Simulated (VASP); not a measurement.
Consider the following.

```xyz
6
Lattice="4.3895 0.0000 0.0000 0.0000 4.3895 0.0000 0.0000 0.0000 2.8616" Properties=species:S:1:pos:R:3 pbc="T T T"
Ge     2.1947     2.1947     1.4308
Ge     0.0000     0.0000     0.0000
O      3.0473     3.0473     0.0000
O      1.3422     1.3422     0.0000
O      3.5369     0.8526     1.4308
O      0.8526     3.5369     1.4308
```

All values below come from PBE GGA, VASP's PBE PAW potentials (set 64) (plane waves; VASP 6.6.1). Run with 400 eV cut-off, 7×7×10 Γ-centred mesh, Fermi-Dirac smearing of 0.050 eV, potentials Ge_d O.

At this cut-off the stress carries a Pulay error, which pulls relaxed volumes low.

Question: Which forces act on the atoms, in eV/Å?

Answer: 
```json
[
 {"atom": "Ge1", "Fx": "0.000", "Fy": "0.000", "Fz": "0.000"},
 {"atom": "Ge2", "Fx": "0.000", "Fy": "0.000", "Fz": "0.000"},
 {"atom": "O3", "Fx": "0.078", "Fy": "0.078", "Fz": "0.000"},
 {"atom": "O4", "Fx": "-0.078", "Fy": "-0.078", "Fz": "0.000"},
 {"atom": "O5", "Fx": "-0.078", "Fy": "0.078", "Fz": "0.000"},
 {"atom": "O6", "Fx": "0.078", "Fy": "-0.078", "Fz": "0.000"}
]
```

Question: Give the stress tensor in GPa (positive for a compressed cell).

Answer: 
```
6.11  0.00  0.00
0.00  6.11  0.00
0.00  0.00  9.71
```
The pressure is its mean diagonal, 7.31 GPa.

The structure comes from a computed database's GeO2 entry; how it stands against other phases isn't given here. The cell was not relaxed at this level.
